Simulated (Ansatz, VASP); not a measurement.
# Two plane-wave programs on Sb

Contents of INCAR:

```
SYSTEM = Sb
PREC = Accurate ; ENCUT = 520
EDIFF = 1E-7 ; ISMEAR = -1
SIGMA = 0.05 ; LREAL = .FALSE.
LASPH = .TRUE. ; NELM = 80
ALGO = Normal ; ISIF = 2
LWAVE = .FALSE. ; LCHARG = .FALSE.
GGA = PS ; NBANDS = 8
```

Contents of KPOINTS:

```
Automatic mesh
0
G
  10 10 10
  0 0 0
```

The input POSCAR:

```
Sb
1.0
   -1.8331395369      1.8331395369      1.8331395369
    1.8331395369     -1.8331395369      1.8331395369
    1.8331395369      1.8331395369     -1.8331395369
Sb
1
Direct
    0.0000000000      0.0000000000      0.0000000000
```

Contents of input.yaml:

```yaml
crystal:
  lattice:
    - [-1.8331395369, 1.8331395369, 1.8331395369]
    - [1.8331395369, -1.8331395369, 1.8331395369]
    - [1.8331395369, 1.8331395369, -1.8331395369]
  atoms:
    - { symbol: Sb, position: [0.0, 0.0, 0.0] }
hamiltonian:
  xc: pbesol
  pseudopotentials: { kind: paw }
kpoints:
  mp_grid: { grid: [10, 10, 10] }
scf:
  occupations: { method: fermi_dirac, width: 0.05 }
output:
  forces: true
  stress: true
  eigenvalues: true
```

Change from the starting cell: volume scaled by 0.94.

Alike in both runs: task single point; functional PBEsol; k mesh 10 × 10 × 10; occupations fermi-dirac, width 0.05 eV; no spin polarisation.

|  | VASP | Ansatz |
| --- | --- | --- |
| version | VASP 6.6.1 | Ansatz 0.2.0 |
| potentials or method | VASP PAW PBE potentials, release 64 (Sb) | Ansatz PAW |
| plane-wave cutoff (eV) | 520 | 420 |
| valence electrons in the cell | 5 | 15 |

VASP gave:

```
gap on the k mesh at the Fermi level (eV) : none
pressure (GPa)                            : 4.8
```

Estimate Ansatz's values.

gap on the k mesh at the Fermi level (eV): none; pressure (GPa): 4.7.

A gap of «none» marks a metal or a gap that the smearing closes. The two sets of potentials don't hold the same shells in valence.

Caveats: the PAW data sets were made with another functional, which shifts forces and pressure a little (VASP); the PAW data sets come from PBE, with cores solved anew for the run's functional, which leaves a small shift of forces and pressure (Ansatz). The runs have no spin-orbit coupling, so splittings on Sb are missing.
